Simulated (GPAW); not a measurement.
Set up this calculation in GPAW 26.7.0, as an ASE script.

- Task: single point
- Functional: PBEsol
- Potentials or basis: PAW data sets generated in the run's folder for this functional
- Cutoff: 450 eV
- Basis: pw
- k mesh: 5 × 5 × 4
- Occupations: fermi-dirac, width 0.05 eV
- Spin: no spin polarisation
- Maxiter: 120
- Convergence: default

Crystal: TiSe.

```
Se Ti
1.0
     4.17836    0.00000    0.00000
     0.00000    4.17836    0.00000
     0.00000    0.00000    5.98442
Se Ti
2 2
Direct
  0.00000 0.50000 0.76056
  0.50000 0.00000 0.23944
  0.00000 0.00000 0.00000
  0.50000 0.50000 0.00000
```

The cell comes from a database or a generator and needn't be the stable form of this composition.

One way to write it, as run:

run.py

```python
from ase import Atoms
from ase.dft.bandgap import bandgap
from ase.io import write
from ase.units import GPa
from gpaw import GPAW, PW, setup_paths

setup_paths.insert(0, '.')

atoms = Atoms(['Se', 'Se', 'Ti', 'Ti'],
              cell=[[4.178357, 0.0, 0.0],
                    [0.0, 4.178357, 0.0],
                    [0.0, 0.0, 5.984423]],
              scaled_positions=[[0.0, 0.5, 0.760556],
                                [0.5, 0.0, 0.239444],
                                [0.0, 0.0, 0.0],
                                [0.5, 0.5, 0.0]],
              pbc=True)

calc = GPAW(mode=PW(450),
            xc='PBEsol',
            kpts={'size': (5, 5, 4), 'gamma': True},
            occupations={'name': 'fermi-dirac', 'width': 0.05},
            nbands=34,
            maxiter=120,
            txt='gpaw.txt')
atoms.calc = calc
energy = atoms.get_potential_energy()
forces = atoms.get_forces()
stress = atoms.get_stress()
calc.write('gs.gpw')
write('result.traj', atoms)
print(f'Energy: {energy:.6f} eV')
print('Forces (eV/A):')
print(forces.round(4))
print('Stress (GPa):', (stress / GPa).round(3))
print('Fermi level:', round(calc.get_fermi_level(), 4), 'eV')
print(f'Gap: {bandgap(calc)[0]:.4f} eV, direct: {bandgap(calc, direct=True)[0]:.4f} eV')
```

Potentials or basis: PAW data sets generated in the run's folder for this functional, pw.

Command:

```console
$ gpaw-setup -f PBEsol Se Ti
$ OMP_NUM_THREADS=1 python run.py
```

Results of the run:

```json
{
 "Pressure": "-3.0 GPa",
 "Largest force": "0.302 eV/Å",
 "Band gap on the k mesh": "none (metal or under the smearing width)"
}
```

Caveat: the cutoff is short for stress and forces, so pressures can be off by a GPa or more; this functional lacks dispersion, which binds the layers, so the pressure and a relaxed spacing across them are unreliable.

It took 44 s on 1 thread of AMD EPYC 7R43 64-Core Processor (Zen 3), on a shared host, peak memory 0.17 GiB.
